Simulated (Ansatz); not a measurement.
**GaN under changes of volume**

One of the cells (11.310 Å³/atom); the others are scaled copies at fixed shape and fractional positions:

```
CELL_PARAMETERS angstrom
3.18000 0.00000 0.00000
-1.59000 2.75396 0.00000
0.00000 0.00000 5.16600
ATOMIC_POSITIONS crystal
Ga 0.66667 0.33333 0.50000
Ga 0.33333 0.66667 0.00000
N 0.66667 0.33333 0.87500
N 0.33333 0.66667 0.37500
```

* Program: Ansatz 0.2.0
* Functional: exchange-only PBE
* Potentials or basis: Ansatz PAW
* Cutoff: 420 eV (not typed: the program's choice for these potentials)
* k mesh: 10 × 10 × 5
* Occupations: fermi-dirac, width 0.05 eV
* Spin: no spin polarisation

| volume (Å³/atom) | energy over the lowest point (meV/atom) | pressure (GPa) | gap on the mesh (eV) | largest force (eV/Å) |
| --- | --- | --- | --- | --- |
| 10.632 | 222.65 | 41.7 | 2.53 | 0.150 |
| 10.858 | 167.96 | 35.8 | 2.38 | 0.143 |
| 11.084 | ? | ? | ? | ? |
| 11.310 | 81.71 | 25.6 | 2.09 | 0.131 |
| 11.537 | 48.74 | 21.2 | 1.96 | 0.126 |
| 11.763 | 21.69 | 17.2 | 1.82 | 0.120 |
| 11.989 | 0.00 | 13.6 | 1.69 | 0.115 |

Task: What does the run at 11.084 Å³/atom give?

Result: Energy over the lowest point 121.25 meV/atom; pressure 30.5 GPa; gap on the mesh 2.24 eV; largest force 0.137 eV/Å.

Worked out: A Birch-Murnaghan fit of order 3 (a polynomial in V^(-2/3)) to the other rows has no minimum within the range. It gives 121.23 meV/atom at 11.084 Å³/atom, against the run's 121.25, and -dE/dV = 30.5 GPa, against 30.5. A straight line through the other rows of the gap, of slope -6.99 eV per unit of ln V (its deformation potential), gives 2.24 eV, against the run's 2.24.

Energies are extrapolated to zero smearing.

Caveats: odd divisions of the mesh miss points on the zone boundary, where band edges often lie, so the gap on the mesh can be too wide; the PAW data sets come from PBE, with cores solved anew for the run's functional, which leaves a small shift of forces and pressure.

Spin-orbit coupling on Ga is left out.
